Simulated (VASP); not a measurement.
# ScAl7N8 (P3m1) in VASP: a series of runs

One crystal, ScAl7N8, is run at these levels: PBE, PBEsol; tasks: relaxation of cell and atoms.

Program: VASP 6.6.1. These are calculated values, not measurements. Logs are shortened: lines on timing, memory, paths and dates and some standing lists are left out, and cuts for length are marked.

### 1 The structure

Symmetry: P3m1, No. 156, trigonal system. The conventional cell has a = 6.299 Å, b = 6.299 Å, c = 4.970 Å, α = 90.00°, β = 90.00°, γ = 120.00°. Al (site symmetry m) has 4 N at 1.90 to 1.91 Å as nearest neighbours. Al (site symmetry m) is surrounded by 4 N at 1.90 to 1.91 Å. Al (site symmetry 3m) is surrounded by 4 N at 1.90 to 1.91 Å. Sc (site symmetry 3m) is surrounded by 4 N at 1.90 to 1.91 Å. Around N (site symmetry m) lie 4 Al at 1.90 to 1.91 Å. N (site symmetry 3m) is surrounded by 1 Sc at 1.90 Å and 3 Al at 1.91 Å. Around N (site symmetry m) lie 3 Al at 1.90 to 1.91 Å and 1 Sc at 1.91 Å. N (site symmetry 3m) is surrounded by 4 Al at 1.90 to 1.91 Å.

The cell comes from a database or a generator and needn't be the stable form of this composition.

### 2 Relaxation of cell and atoms, PBE

File INCAR:

```
SYSTEM = ScAl7N8
PREC     = Accurate       ! precision mode
ENCUT    = 520            ! plane-wave cutoff, eV
EDIFF    = 1E-6           ! SCF threshold, eV
ISMEAR   = 0              ! smearing method
SIGMA    = 0.03           ! smearing width, eV
LREAL    = .False.        ! projectors in reciprocal space
LASPH    = .True.         ! aspherical terms in the spheres
NELM     = 100            ! most SCF steps
ALGO     = Normal         ! electronic algorithm
ISIF     = 3              ! what is computed and relaxed
LWAVE    = .False.        ! write WAVECAR
LCHARG   = .False.        ! write CHGCAR
GGA      = PE             ! functional
IBRION   = 2              ! ionic algorithm
NSW      = 60             ! ionic steps
EDIFFG   = -0.01          ! ionic threshold
```

File KPOINTS:

```
regular mesh
0
Gamma
  4 4 5
  0 0 0
```

File POSCAR:

```
ScAl7N8
1.0
    6.2990000000      0.0000000000      0.0000000000
   -3.1495000000      5.4550940184      0.0000000000
    0.0000000000      0.0000000000      4.9695000000
Al Sc N
7 1 8
Direct
    0.1666666667      0.3333333333      0.0000000000
    0.1666666667      0.8333333333      0.0000000000
    0.6666666667      0.8333333333      0.0000000000
    0.3333333333      0.1666666667      0.5000000000
    0.3333333333      0.6666666667      0.5000000000
    0.8333333333      0.1666666667      0.5000000000
    0.8333333333      0.6666666667      0.5000000000
    0.6666666667      0.3333333333      0.0000000000
    0.1666666667      0.3333333333      0.3820000000
    0.1666666667      0.8333333333      0.3820000000
    0.6666666667      0.3333333333      0.3820000000
    0.6666666667      0.8333333333      0.3820000000
    0.3333333333      0.1666666667      0.8820000000
    0.3333333333      0.6666666667      0.8820000000
    0.8333333333      0.1666666667      0.8820000000
    0.8333333333      0.6666666667      0.8820000000
```

Potentials or basis: VASP PAW PBE potentials, release 64 (Al, Sc_sv, N).

On the command line:

```sh
cat potpaw_PBE.64/Al/POTCAR potpaw_PBE.64/Sc_sv/POTCAR potpaw_PBE.64/N/POTCAR > POTCAR
mpirun -np 1 vasp_std > vasp.out
```

OUTCAR:

```text
SYSTEM = ScAl7N8
   PREC = Accurate
   ENCUT = 520
   EDIFF = 1E-6
   ISMEAR = 0
   LREAL = .False.
   LASPH = .True.
   NELM = 100
   ISIF = 3
   GGA = PE
   IBRION = 2
   NSW = 60
   EDIFFG = -0.01

 ion  position               nearest neighbor table
   1  0.167  0.333  0.000-   9 1.90  13 1.91  14 1.91  15 1.91   4 3.08   4 3.08   5 3.08   5 3.08
                             6 3.08   6 3.08   2 3.15   3 3.15   2 3.15   3 3.15   8 3.15   8 3.15
   2  0.167  0.833  0.000-  10 1.90  14 1.91  13 1.91  16 1.91   5 3.08   5 3.08   4 3.08   4 3.08
                             7 3.08   7 3.08   8 3.15   1 3.15   1 3.15   8 3.15   3 3.15   3 3.15
   3  0.667  0.833  0.000-  12 1.90  16 1.91  15 1.91  14 1.91   7 3.08   7 3.08   6 3.08   6 3.08
                             5 3.08   5 3.08   8 3.15   1 3.15   8 3.15   1 3.15   2 3.15   2 3.15
   4  0.333  0.167  0.500-  13 1.90   9 1.91  10 1.91  11 1.91   1 3.08   1 3.08   2 3.08   2 3.08
                             8 3.08   8 3.08   5 3.15   7 3.15   5 3.15   7 3.15   6 3.15   6 3.15
   5  0.333  0.667  0.500-  14 1.90  10 1.91   9 1.91  12 1.91   2 3.08   2 3.08   1 3.08   1 3.08
                             3 3.08   3 3.08   6 3.15   4 3.15   4 3.15   6 3.15   7 3.15   7 3.15
   6  0.833  0.167  0.500-  15 1.90  11 1.91  12 1.91   9 1.91   8 3.08   8 3.08   3 3.08   3 3.08
                             1 3.08   1 3.08   5 3.15   7 3.15   7 3.15   5 3.15   4 3.15   4 3.15
   7  0.833  0.667  0.500-  16 1.90  12 1.91  11 1.91  10 1.91   3 3.08   3 3.08   8 3.08   8 3.08
                             2 3.08   2 3.08   4 3.15   6 3.15   6 3.15   4 3.15   5 3.15   5 3.15
   8  0.667  0.333  0.000-  11 1.90  15 1.91  16 1.91  13 1.91   6 3.08   6 3.08   7 3.08   7 3.08
                             4 3.08   4 3.08   2 3.15   3 3.15   3 3.15   2 3.15   1 3.15   1 3.15
   9  0.167  0.333  0.382-   1 1.90   4 1.91   5 1.91   6 1.91
  10  0.167  0.833  0.382-   2 1.90   5 1.91   4 1.91   7 1.91
  11  0.667  0.333  0.382-   8 1.90   6 1.91   7 1.91   4 1.91
  12  0.667  0.833  0.382-   3 1.90   7 1.91   6 1.91   5 1.91
  13  0.333  0.167  0.882-   4 1.90   1 1.91   2 1.91   8 1.91
  14  0.333  0.667  0.882-   5 1.90   2 1.91   1 1.91   3 1.91
  15  0.833  0.167  0.882-   6 1.90   8 1.91   3 1.91   1 1.91
  16  0.833  0.667  0.882-   7 1.90   3 1.91   8 1.91   2 1.91

  LATTYP: Found a hexagonal cell.
 ALAT       =     6.2990000000
 C/A-ratio  =     0.7889347515

  Lattice vectors:

 A1 = (   6.2990000000,   0.0000000000,   0.0000000000)
 A2 = (  -3.1495000000,   5.4550940184,   0.0000000000)
 A3 = (   0.0000000000,   0.0000000000,   4.9695000000)

Analysis of symmetry for initial positions (statically):
=====================================================================
 Subroutine PRICEL returns:
 Original cell was already a primitive cell.

 Routine SETGRP: Setting up the symmetry group for a
 hexagonal supercell.

 Subroutine GETGRP returns: Found  6 space group operations
 (whereof  6 operations were pure point group operations)
 out of a pool of 24 trial point group operations.

The static configuration has the point symmetry C_3v.

Analysis of symmetry for dynamics (positions and initial velocities):
=====================================================================
 Subroutine PRICEL returns:
[... 145 lines left out ...]
     AMIX     =   0.40;   BMIX     =  1.00
     AMIX_MAG =   1.60;   BMIX_MAG =  1.00
  volume/ion in A,a.u.               =      10.67        72.02
  Fermi-wavevector in a.u.,A,eV,Ry     =   1.227600  2.319827 20.503998  1.507001
  Thomas-Fermi vector in A             =   2.362557
   LORBIT       =      0    0 simple, 1 ext, 2 COOP (PROOUT), +10 PAW based schemes
   GGA     = PE    functional components
   LHFCALC =     F    Hartree Fock is set to
   AEXX    =    0.0000 exact exchange contribution
   IVDW    =     0    specifies the selected vdW correction
   LEPSILON=     F    determine dielectric tensor
   LRPA    =     F    only Hartree local field effects (RPA)
 conjugate gradient relaxation of ions
 non-spin polarized calculation
 Gauss-broadening in eV      SIGMA  =   0.03
  energy-cutoff  :      520.00
  volume of cell :      170.76
 maximum number of plane-waves:      4632
 NGX is ok and might be reduce to    48
   NGX = 23   NGY = 23   NGZ = 19

--------------------------------------- Ionic step        1  -------------------------------------------

 number of electron      72.0000002 magnetization

 Free energy of the ion-electron system (eV)
  ---------------------------------------------------
  ext. energy  EPLUGINS =         0.00000000
  ---------------------------------------------------
  free energy    TOTEN  =      -120.41367455 eV

  energy without entropy =     -120.41367455  energy(sigma->0) =     -120.41367455

------------------------ aborting loop because EDIFF is reached ----------------------------------------

  FORCE on cell =-STRESS in cart. coord.  units (eV):
  Direction    XX          YY          ZZ          XY          YZ          ZX
  --------------------------------------------------------------------------------------
  -------------------------------------------------------------------------------------
  Total        8.9214236      8.9214236     12.8664018      0.0000000      0.0000000      0.0000000
  in kB       83.7063103     83.7063103    120.7205343      0.0000000      0.0000000      0.0000000
  external PRESSURE =      96.0443850 kB  Pullay stress =       0.0000000 kB
[... 131 lines left out ...]
  FREE ENERGIE OF THE ION-ELECTRON SYSTEM (eV)
  ---------------------------------------------------
  free  energy   TOTEN  =      -121.4442228031 eV

  energy  without entropy=     -121.4442228031  energy(sigma->0) =     -121.44422280

[... ionic steps 4 to 10 ...]

--------------------------------------- Ionic step       11  -------------------------------------------

 number of electron      72.0000008 magnetization

------------------------ aborting loop because EDIFF is reached ----------------------------------------
[... 95 lines left out ...]
--------------------------------------- Ionic step       13  -------------------------------------------

 number of electron      72.0000008 magnetization

 Free energy of the ion-electron system (eV)
  ---------------------------------------------------
  ext. energy  EPLUGINS =         0.00000000
  ---------------------------------------------------
  free energy    TOTEN  =      -121.52588578 eV

  energy without entropy =     -121.52588578  energy(sigma->0) =     -121.52588578

 E-fermi :   5.6480     XC(G=0): -10.7856

 val. band max:        5.3928290692   @ k =   0.0000   0.0000   0.0000
 cond. band min:       9.2809821007   @ k =   0.0000   0.0000   0.0000
 fundamental gap:      3.8881530315
 Fermi energy:         5.6479888476

 k-point     1 :       0.0000    0.0000    0.0000
  band No.  band energies     occupation
      1     -41.3921      2.00000
      2     -20.1923      2.00000
      3     -20.1923      2.00000
      4     -20.1608      2.00000
      5      -9.2537      2.00000
      6      -7.5299      2.00000
[... 704 lines left out ...]
  FREE ENERGIE OF THE ION-ELECTRON SYSTEM (eV)
  ---------------------------------------------------
  free  energy   TOTEN  =      -121.5258857758 eV

  energy  without entropy=     -121.5258857758  energy(sigma->0) =     -121.52588578

 reached required accuracy - stopping structural energy minimisation
```

Run time: 8.1 min. Hardware: 1 thread of Intel Xeon 6975P-C (Granite Rapids), shared host; peak memory 0.35 GiB.

Results:

- Free energy: -121.5259 eV
- Relaxed volume: 11.08 Å³/atom
- Relaxed cell: a = 6.369 Å, b = 6.369 Å, c = 5.049 Å, α = 90.00°, β = 90.00°, γ = 120.00°
- Space group after relaxing (to 0.05 Å): P3m1 (No. 156)
- Energy gained by relaxing: 69.5 meV/atom
- Ionic steps: 13
- Pressure after relaxing: 0.0 GPa
- Largest force after relaxing: 0.006 eV/Å
- Band gap on the k mesh: 3.89 eV, direct

Forces on the atoms (eV/Å):
```
Al   0.000  0.000  0.002
Al   0.000  0.000  0.002
Al   0.000  0.000  0.002
Al   0.002  0.001  0.005
Al   0.000  0.000  0.001
Al  -0.002  0.001  0.005
Al   0.000 -0.002  0.005
Sc   0.000  0.000  0.004
N    0.000 -0.001 -0.006
N   -0.001  0.000 -0.006
N    0.000  0.000 -0.002
N    0.001  0.000 -0.006
N    0.001  0.000 -0.002
N    0.000  0.000  0.000
N   -0.001  0.000 -0.002
N    0.000 -0.001 -0.002
```

Step by step:
| step | energy change (eV) | largest force (eV/Å) | pressure (GPa) | volume (Å³) |
| --- | --- | --- | --- | --- |
| 1 | 0.0000 | 3.9770 | 9.60 | 170.76 |
| 2 | -0.6499 | 1.3752 | -8.95 | 187.06 |
| 3 | -1.0305 | 0.6097 | -2.81 | 180.29 |
| 4 | -1.0306 | 0.6146 | -2.60 | 180.09 |
| 5 | -1.1053 | 0.2078 | 1.08 | 176.39 |
| 6 | -1.1059 | 0.2375 | 0.78 | 176.69 |
| 7 | -1.1113 | 0.0627 | -0.18 | 177.54 |
| 8 | -1.1113 | 0.0761 | -0.10 | 177.47 |
| 9 | -1.1119 | 0.0274 | -0.01 | 177.38 |
| 10 | -1.1120 | 0.0354 | 0.02 | 177.35 |
| 11 | -1.1122 | 0.0217 | 0.01 | 177.35 |
| 12 | -1.1122 | 0.0193 | 0.00 | 177.36 |
| 13 | -1.1122 | 0.0061 | 0.00 | 177.36 |

Final structure:
```yaml
crystal:
  lattice:
    - [6.36890, 0.00000, 0.00000]
    - [-3.18445, 5.51563, 0.00000]
    - [0.00000, 0.00000, 5.04884]
  atoms:
    - { symbol: Al, position: [0.16597, 0.33194, 0.99877] }
    - { symbol: Al, position: [0.16597, 0.83403, 0.99877] }
    - { symbol: Al, position: [0.66806, 0.83403, 0.99877] }
    - { symbol: Al, position: [0.32693, 0.16346, 0.50144] }
    - { symbol: Al, position: [0.33333, 0.66667, 0.49802] }
    - { symbol: Al, position: [0.83654, 0.16346, 0.50144] }
    - { symbol: Al, position: [0.83654, 0.67307, 0.50144] }
    - { symbol: Sc, position: [0.66667, 0.33333, 0.99199] }
    - { symbol: N, position: [0.16734, 0.33468, 0.37951] }
    - { symbol: N, position: [0.16734, 0.83266, 0.37951] }
    - { symbol: N, position: [0.66667, 0.33333, 0.41542] }
    - { symbol: N, position: [0.66532, 0.83266, 0.37951] }
    - { symbol: N, position: [0.31166, 0.15583, 0.87673] }
    - { symbol: N, position: [0.33333, 0.66667, 0.88124] }
    - { symbol: N, position: [0.84417, 0.15583, 0.87673] }
    - { symbol: N, position: [0.84417, 0.68834, 0.87673] }
```

Caveat: an odd mesh through Γ misses points on the zone boundary, where band edges often lie.

### 3 Relaxation of cell and atoms, PBEsol

INCAR: that of step 2 with these lines changed.

```diff
@@ -13,3 +13,3 @@
 LCHARG   = .False.        ! write CHGCAR
-GGA      = PE             ! functional
+GGA      = PS             ! functional
 IBRION   = 2              ! ionic algorithm
```

KPOINTS is that of step 2.

POSCAR is that of step 2.

Potentials or basis: VASP PAW PBE potentials, release 64 (Al, Sc_sv, N).

On the command line:

```sh
cat potpaw_PBE.64/Al/POTCAR potpaw_PBE.64/Sc_sv/POTCAR potpaw_PBE.64/N/POTCAR > POTCAR
mpirun -np 1 vasp_std > vasp.out
```

Run time: 6.9 min. Hardware: 1 thread of Intel Xeon 6975P-C (Granite Rapids), shared host; peak memory 0.36 GiB.

Results (log left out):

```
Free energy                            : -127.6992 eV
Relaxed volume                         : 10.89 Å³/atom
Relaxed cell                           : a = 6.337 Å, b = 6.337 Å, c = 5.009 Å, α = 90.00°, β = 90.00°, γ = 120.00°
Space group after relaxing (to 0.05 Å) : P3m1 (No. 156)
Energy gained by relaxing              : 58.5 meV/atom
Ionic steps                            : 12
Pressure after relaxing                : 0.0 GPa
Largest force after relaxing           : 0.005 eV/Å
Band gap on the k mesh                 : 3.94 eV, direct
```

Forces on the atoms (eV/Å):
```
Al   0.000 -0.002  0.000
Al  -0.001  0.001  0.000
Al   0.001  0.001  0.000
Al   0.003  0.002  0.003
Al   0.000  0.000 -0.002
Al  -0.003  0.002  0.003
Al   0.000 -0.004  0.003
Sc   0.000  0.000  0.002
N    0.000 -0.002 -0.003
N   -0.001  0.001 -0.003
N    0.000  0.000 -0.002
N    0.001  0.001 -0.003
N   -0.001 -0.001  0.002
N    0.000  0.000 -0.001
N    0.001 -0.001  0.002
N    0.000  0.001  0.002
```

The path:
```tsv
step	energy change (eV)	largest force (eV/Å)	pressure (GPa)	volume (Å³)
1	0.0000	3.8078	5.97	170.76
2	-0.6362	1.2937	-6.66	180.77
3	-0.8598	0.6173	-2.92	177.07
4	-0.9264	0.1504	1.45	172.95
5	-0.9298	0.1923	0.64	173.68
6	-0.9346	0.0639	-0.14	174.33
7	-0.9347	0.0722	-0.08	174.28
8	-0.9354	0.0270	-0.04	174.23
9	-0.9354	0.0295	-0.03	174.21
10	-0.9356	0.0244	0.03	174.15
11	-0.9356	0.0237	0.03	174.14
12	-0.9357	0.0051	-0.01	174.18
```

Final structure:
```
CELL_PARAMETERS angstrom
6.33693 0.00000 0.00000
-3.16847 5.48795 0.00000
0.00000 0.00000 5.00853
ATOMIC_POSITIONS crystal
Al 0.16614 0.33229 0.99860
Al 0.16614 0.83386 0.99860
Al 0.66771 0.83386 0.99860
Al 0.32698 0.16349 0.50074
Al 0.33333 0.66667 0.49794
Al 0.83651 0.16349 0.50074
Al 0.83651 0.67302 0.50074
Sc 0.66667 0.33333 0.99116
N 0.16739 0.33478 0.38011
N 0.16739 0.83261 0.38011
N 0.66667 0.33333 0.41485
N 0.66522 0.83261 0.38011
N 0.31201 0.15601 0.87728
N 0.33333 0.66667 0.88185
N 0.84399 0.15601 0.87728
N 0.84399 0.68799 0.87728
```

Levels at points of the mesh, in eV from the valence-band top:
```csv
k point,band 34,band 35,band 36,band 37,band 38,band 39
"(0.00, 0.00, 0.00)",-0.34,-0.34,0.00,3.94,4.50,4.50
"(0.50, 0.00, 0.00)",-0.30,-0.15,-0.15,4.45,4.73,5.15
```

Caveat: the PAW data sets were made with another functional, which shifts forces and pressure a little; an odd mesh through Γ misses points on the zone boundary, where band edges often lie.
